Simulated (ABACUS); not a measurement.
The system is HfB2.

```
CELL_PARAMETERS angstrom
3.14000 0.00000 0.00000
-1.57000 2.71932 0.00000
0.00000 0.00000 3.48000
ATOMIC_POSITIONS crystal
Hf 0.00000 0.00000 0.00000
B 0.66667 0.33333 0.50000
B 0.33333 0.66667 0.50000
```

* Program: ABACUS 3.10.1
* Task: single point
* Functional: PBE
* Potentials or basis: PseudoDojo NC SR 0.4.1 PBE standard
* Cutoff: 1361 eV
* Density cutoff: 5442 eV
* Basis: DZP LCAO (the cutoffs set its grid)
* k mesh: 10 × 10 × 8
* Occupations: fermi-dirac, width 0.05 eV
* Spin: no spin polarisation

On this cell: pressure 2.5 GPa; largest force under 0.003 eV/Å; band gap on the k mesh none (metal or under the smearing width).

The same run follows on a disturbed copy (atoms moved at random, drawn with an rms of 0.05 Å):

```xyz
3
Lattice="3.1400 0.0000 0.0000 -1.5700 2.7193 0.0000 0.0000 0.0000 3.4800" Properties=species:S:1:pos:R:3 pbc="T T T"
Hf    0.0187   -0.0103   -0.0103
B     1.5755    0.9342    1.7097
B    -0.0634    1.8359    1.6862
```

What changes?

The energy (extrapolated to zero smearing) moves by +22.5 meV/atom; pressure 3.3 GPa; largest force 1.358 eV/Å; band gap on the k mesh none (metal or under the smearing width).

Forces on the atoms (eV/Å):
```
Hf  -0.689  0.531 -0.504
B   -0.605 -0.407  0.113
B    1.294 -0.125  0.392
```

Stress tensor (GPa, compression positive):
```
 3.50 -0.34  0.49
-0.34  3.01 -0.33
 0.49 -0.33  3.44
```

Caveats: the atomic orbitals were generated for these runs and aren't a published set; the basis of atomic orbitals isn't converged, which shifts pressures, moduli and gaps.
